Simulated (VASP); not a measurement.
# KBr (Fm-3m) in VASP: notebook

Runs on KBr. Level: PBE. Tasks: relaxation of cell and atoms, relaxation of the atoms.

Program: VASP 6.6.1. These are calculated values, not measurements. Logs are shortened: lines on timing, memory, paths and dates and some standing lists are left out, and cuts for length are marked.

**1. Starting point**

It takes space group Fm-3m (No. 225, cubic). Conventional cell: a = 6.733 Å, b = 6.733 Å, c = 6.733 Å, α = 90.00°, β = 90.00°, γ = 90.00°. Around K (site symmetry m-3m) lie 6 Br at 3.37 Å. Br (site symmetry m-3m) has 6 K at 3.37 Å as nearest neighbours.

**2. Relaxation of cell and atoms, PBE**

File INCAR:

```
SYSTEM = KBr
ALGO = Normal
EDIFF = 1E-7
EDIFFG = -0.005
ENCUT = 300
GGA = PE
IBRION = 2
ISIF = 3
ISMEAR = 0
LASPH = .True.
LCHARG = .False.
LREAL = .False.
LWAVE = .False.
NELM = 80
NSW = 90
PREC = Accurate
SIGMA = 0.03
```

File KPOINTS:

```
k-points
0
Gamma
  4 4 4
  0 0 0
```

File POSCAR:

```
KBr                                     
1.0
    0.0000000000      3.3666869230      3.3666869230
    3.3666869230      0.0000000000      3.3666869230
    3.3666869230      3.3666869230     -0.0000000000
  K               Br            
     1     1
Direct
     0.0000000000000000    0.0000000000000000    0.0000000000000000
     0.5000000000000000    0.5000000000000000    0.5000000000000000
```

Potentials or basis: VASP PAW PBE potentials, release 64 (K_pv, Br).

On the command line:

```
cat potpaw_PBE.64/K_pv/POTCAR potpaw_PBE.64/Br/POTCAR > POTCAR
mpirun -np 1 vasp_std > vasp.out
```

OUTCAR:

```text
SYSTEM = KBr
   EDIFF = 1E-7
   EDIFFG = -0.005
   ENCUT = 300
   GGA = PE
   IBRION = 2
   ISIF = 3
   ISMEAR = 0
   LASPH = .True.
   LREAL = .False.
   NELM = 80
   NSW = 90
   PREC = Accurate

 ion  position               nearest neighbor table
   1  0.000  0.000  0.000-   2 3.37   2 3.37   2 3.37   2 3.37   2 3.37   2 3.37
   2  0.500  0.500  0.500-   1 3.37   1 3.37   1 3.37   1 3.37   1 3.37   1 3.37

  LATTYP: Found a face centered cubic cell.
 ALAT       =     6.7333738460

  Lattice vectors:

 A1 = (   0.0000000000,   3.3666869230,   3.3666869230)
 A2 = (   3.3666869230,   0.0000000000,   3.3666869230)
 A3 = (   3.3666869230,   3.3666869230,   0.0000000000)

Analysis of symmetry for initial positions (statically):
=====================================================================
 Subroutine PRICEL returns:
 Original cell was already a primitive cell.

 Routine SETGRP: Setting up the symmetry group for a
 face centered cubic supercell.

 Subroutine GETGRP returns: Found 48 space group operations
 (whereof 48 operations were pure point group operations)
 out of a pool of 48 trial point group operations.

The static configuration has the point symmetry O_h .

Analysis of symmetry for dynamics (positions and initial velocities):
=====================================================================
 Subroutine PRICEL returns:
 Original cell was already a primitive cell.

 Routine SETGRP: Setting up the symmetry group for a
 face centered cubic supercell.

 Subroutine GETGRP returns: Found 48 space group operations
 (whereof 48 operations were pure point group operations)
 out of a pool of 48 trial point group operations.

The dynamic configuration has the point symmetry O_h .

 Subroutine INISYM returns: Found 48 space group operations
 (whereof 48 operations are pure point group operations),
 and found     1 'primitive' translations

----------------------------------------------------------------------------------------

                                     Primitive cell

  volume of cell :      76.3200

  direct lattice vectors                    reciprocal lattice vectors
     0.000000000  3.366686923  3.366686923    -0.148513958  0.148513958  0.148513958
[... 134 lines left out ...]
  energy-cutoff  :      300.00
  volume of cell :       76.32
      direct lattice vectors                 reciprocal lattice vectors
     0.000000000  3.366686923  3.366686923    -0.148513958  0.148513958  0.148513958
     3.366686923  0.000000000  3.366686923     0.148513958 -0.148513958  0.148513958
     3.366686923  3.366686923  0.000000000     0.148513958  0.148513958 -0.148513958

 POSITION                                       TOTAL-FORCE (eV/Angst)
 -----------------------------------------------------------------------------------
      0.00000      0.00000      0.00000         0.000000      0.000000      0.000000
      3.36669      3.36669      3.36669         0.000000      0.000000     -0.000000
 -----------------------------------------------------------------------------------
    total drift:                                0.000000      0.000000      0.000000

  FREE ENERGIE OF THE ION-ELECTRON SYSTEM (eV)
  ---------------------------------------------------
  free  energy   TOTEN  =        -6.1839440293 eV

  energy  without entropy=       -6.1839440293  energy(sigma->0) =       -6.18394403

--------------------------------------- Ionic step        2  -------------------------------------------

 number of electron      14.0000012 magnetization

 Free energy of the ion-electron system (eV)
  ---------------------------------------------------
  ext. energy  EPLUGINS =         0.00000000
  ---------------------------------------------------
  free energy    TOTEN  =        -6.18395581 eV

  energy without entropy =       -6.18395581  energy(sigma->0) =       -6.18395581

 E-fermi :  -2.8151     XC(G=0):  -7.1034

 val. band max:       -3.0036035983   @ k =   0.0000   0.0000   0.0000
 cond. band min:       1.2640456322   @ k =   0.0000   0.0000   0.0000
 fundamental gap:      4.2676492305
 Fermi energy:        -2.8151388975

 k-point     1 :       0.0000    0.0000    0.0000
  band No.  band energies     occupation
      1     -15.2356      2.00000
      2     -14.3810      2.00000
      3     -14.3810      2.00000
      4     -14.3810      2.00000
      5      -3.0036      2.00000
      6      -3.0036      2.00000
      7      -3.0036      2.00000
      8       1.2640      0.00000
      9       4.5833      0.00000
     10       4.5833      0.00000
     11       4.5833      0.00000
[... 85 lines left out ...]
 k-point     8 :      -0.2500    0.5000    0.2500
  band No.  band energies     occupation
      1     -15.2348      2.00000
      2     -14.4299      2.00000
      3     -14.4299      2.00000
      4     -14.2949      2.00000
      5      -3.5446      2.00000
      6      -3.5446      2.00000
      7      -3.4813      2.00000
      8       4.3124      0.00000
      9       4.3124      0.00000
     10       5.0111      0.00000
     11       5.7712      0.00000

------------------------ aborting loop because EDIFF is reached ----------------------------------------

  FORCE on cell =-STRESS in cart. coord.  units (eV):
  Direction    XX          YY          ZZ          XY          YZ          ZX
  --------------------------------------------------------------------------------------
  -------------------------------------------------------------------------------------
  Total        0.0067747      0.0067747      0.0067747     -0.0000000     -0.0000000     -0.0000000
  in kB        0.1420707      0.1420707      0.1420707     -0.0000000     -0.0000000     -0.0000000
  external PRESSURE =       0.1420707 kB  Pullay stress =       0.0000000 kB

 VOLUME and BASIS-vectors are now :
 -----------------------------------------------------------------------------
  energy-cutoff  :      300.00
  volume of cell :       76.40
      direct lattice vectors                 reciprocal lattice vectors
     0.000000000  3.367876012  3.367876012    -0.148461522  0.148461522  0.148461522
     3.367876012 -0.000000000  3.367876012     0.148461522 -0.148461522  0.148461522
     3.367876012  3.367876012  0.000000000     0.148461522  0.148461522 -0.148461522

 POSITION                                       TOTAL-FORCE (eV/Angst)
 -----------------------------------------------------------------------------------
      3.36788      3.36788      0.00000        -0.000000     -0.000000     -0.000000
      3.36788      3.36788      3.36788         0.000000      0.000000      0.000000
 -----------------------------------------------------------------------------------
    total drift:                                0.000000      0.000000      0.000000

  FREE ENERGIE OF THE ION-ELECTRON SYSTEM (eV)
  ---------------------------------------------------
  free  energy   TOTEN  =        -6.1839558061 eV

  energy  without entropy=       -6.1839558061  energy(sigma->0) =       -6.18395581

 reached required accuracy - stopping structural energy minimisation
```

CONTCAR:

```text
KBr
   1.00000000000000
     0.0000000000000000    3.3678760122009592    3.3678760122009592
     3.3678760122009592   -0.0000000000000000    3.3678760122009592
     3.3678760122009592    3.3678760122009592    0.0000000000000000
  K               Br
     1     1
Direct
     0.0000000000000000    0.0000000000000000    1.0000000000000000
     0.5000000000000000    0.5000000000000000    0.5000000000000000

  0.00000000E+00  0.00000000E+00  0.00000000E+00
  0.00000000E+00  0.00000000E+00  0.00000000E+00
```

Run time: 14 s. Hardware: 1 thread of Intel Xeon Platinum 8175M at 2.50GHz (Skylake/Cascade Lake), shared host; peak memory 0.15 GiB.

What came out:

| Quantity | Value |
| --- | --- |
| Free energy | -6.1840 eV |
| Relaxed volume | 38.20 Å³/atom |
| Relaxed cell | a = 4.763 Å, b = 4.763 Å, c = 4.763 Å, α = 60.00°, β = 60.00°, γ = 60.00° |
| Space group after relaxing (to 0.05 Å) | Fm-3m (No. 225) |
| Energy gained by relaxing | 0.0 meV/atom |
| Ionic steps | 2 |
| Pressure after relaxing | 0.0 GPa |
| Band gap on the k mesh | 4.27 eV, direct |

Final structure:
```
K Br
1.0
     0.00000    3.36788    3.36788
     3.36788    0.00000    3.36788
     3.36788    3.36788    0.00000
K Br
1 1
Cartesian
  3.3679 3.3679 0.0000
  3.3679 3.3679 3.3679
```

Levels at points of the mesh, in eV from the valence-band top:
```csv
k point,band 4,band 5,band 6,band 7,band 8,band 9,band 10,band 11
"(0.00, 0.00, 0.00)",-11.38,0.00,0.00,0.00,4.27,7.59,7.59,7.59
"(0.50, 0.00, 0.00)",-11.16,-1.07,-0.28,-0.28,6.46,8.00,9.67,9.67
"(0.50, 0.50, 0.00)",-11.41,-0.75,-0.27,-0.27,5.92,6.97,9.18,9.32
```

**3. Relaxation of the atoms, PBE (a relaxed cell with its volume scaled by 0.94)**

File INCAR:

```
SYSTEM = KBr
ALGO = Normal
EDIFF = 1E-7
EDIFFG = -0.01
ENCUT = 300
GGA = PE
IBRION = 2
ISIF = 2
ISMEAR = 0
LASPH = .True.
LCHARG = .False.
LREAL = .False.
LWAVE = .False.
NELM = 80
NSW = 40
PREC = Accurate
SIGMA = 0.03
```

KPOINTS is that of step 2.

File POSCAR:

```
KBr                                     
1.0
    0.0000000000      3.2991245574      3.2991245574
    3.2991245574     -0.0000000000      3.2991245574
    3.2991245574      3.2991245574      0.0000000000
  K               Br            
     1     1
Direct
     0.0000000000000000    0.0000000000000000    1.0000000000000000
     0.5000000000000000    0.5000000000000000    0.5000000000000000
```

Potentials or basis: VASP PAW PBE potentials, release 64 (K_pv, Br).

On the command line:

```
cat potpaw_PBE.64/K_pv/POTCAR potpaw_PBE.64/Br/POTCAR > POTCAR
mpirun -np 1 vasp_std > vasp.out
```

OUTCAR:

```text
SYSTEM = KBr
   EDIFF = 1E-7
   EDIFFG = -0.01
   ENCUT = 300
   GGA = PE
   IBRION = 2
   ISIF = 2
   ISMEAR = 0
   LASPH = .True.
   LREAL = .False.
   NELM = 80
   NSW = 40
   PREC = Accurate

 ion  position               nearest neighbor table
   1  0.000  0.000  0.000-   2 3.30   2 3.30   2 3.30   2 3.30   2 3.30   2 3.30
   2  0.500  0.500  0.500-   1 3.30   1 3.30   1 3.30   1 3.30   1 3.30   1 3.30

  LATTYP: Found a face centered cubic cell.
 ALAT       =     6.5982491148

  Lattice vectors:

 A1 = (   0.0000000000,   3.2991245574,   3.2991245574)
 A2 = (   3.2991245574,   0.0000000000,   3.2991245574)
 A3 = (   3.2991245574,   3.2991245574,   0.0000000000)

Analysis of symmetry for initial positions (statically):
=====================================================================
 Subroutine PRICEL returns:
 Original cell was already a primitive cell.

 Routine SETGRP: Setting up the symmetry group for a
 face centered cubic supercell.

 Subroutine GETGRP returns: Found 48 space group operations
 (whereof 48 operations were pure point group operations)
[... 161 lines left out ...]
      3     -14.0753      2.00000
      4     -14.0753      2.00000
      5      -2.8339      2.00000
      6      -2.8339      2.00000
      7      -2.8339      2.00000
      8       1.5932      0.00000
      9       4.7717      0.00000
     10       4.7717      0.00000
     11       4.7717      0.00000
[... 85 lines left out ...]
 k-point     8 :      -0.2500    0.5000    0.2500
  band No.  band energies     occupation
      1     -15.1285      2.00000
      2     -14.1388      2.00000
      3     -14.1388      2.00000
      4     -13.9804      2.00000
      5      -3.4250      2.00000
      6      -3.4250      2.00000
      7      -3.3727      2.00000
      8       4.5568      0.00000
      9       4.5568      0.00000
     10       5.4250      0.00000
     11       6.2058      0.00000

------------------------ aborting loop because EDIFF is reached ----------------------------------------

  FORCE on cell =-STRESS in cart. coord.  units (eV):
  Direction    XX          YY          ZZ          XY          YZ          ZX
  --------------------------------------------------------------------------------------
  -------------------------------------------------------------------------------------
  Total        0.4465459      0.4465459      0.4465459     -0.0000000      0.0000000      0.0000000
  in kB        9.9620920      9.9620920      9.9620920     -0.0000000      0.0000000      0.0000000
  external PRESSURE =       9.9620920 kB  Pullay stress =       0.0000000 kB

 VOLUME and BASIS-vectors are now :
 -----------------------------------------------------------------------------
  energy-cutoff  :      300.00
  volume of cell :       71.82
      direct lattice vectors                 reciprocal lattice vectors
     0.000000000  3.299124557  3.299124557    -0.151555357  0.151555357  0.151555357
     3.299124557  0.000000000  3.299124557     0.151555357 -0.151555357  0.151555357
     3.299124557  3.299124557  0.000000000     0.151555357  0.151555357 -0.151555357

 POSITION                                       TOTAL-FORCE (eV/Angst)
 -----------------------------------------------------------------------------------
      0.00000      0.00000      0.00000         0.000000     -0.000000     -0.000000
      3.29912      3.29912      3.29912        -0.000000      0.000000      0.000000
 -----------------------------------------------------------------------------------
    total drift:                                0.000000      0.000000      0.000000

  FREE ENERGIE OF THE ION-ELECTRON SYSTEM (eV)
  ---------------------------------------------------
  free  energy   TOTEN  =        -6.1699753037 eV

  energy  without entropy=       -6.1699753037  energy(sigma->0) =       -6.16997530

 reached required accuracy - stopping structural energy minimisation
```

Run time: 8.1 s. Hardware: 1 thread of Intel Xeon Platinum 8175M at 2.50GHz (Skylake/Cascade Lake), shared host; peak memory 0.15 GiB.

What came out:

```
Free energy             : -6.1700 eV
Pressure after relaxing : 1.0 GPa
Band gap on the k mesh  : 4.43 eV, direct
```

Final structure:
```
CELL_PARAMETERS angstrom
0.00000 3.29912 3.29912
3.29912 0.00000 3.29912
3.29912 3.29912 0.00000
ATOMIC_POSITIONS crystal
K 0.00000 0.00000 0.00000
Br 0.50000 0.50000 0.50000
```

Caveat: the relaxation stopped at its first step, so nothing moved.
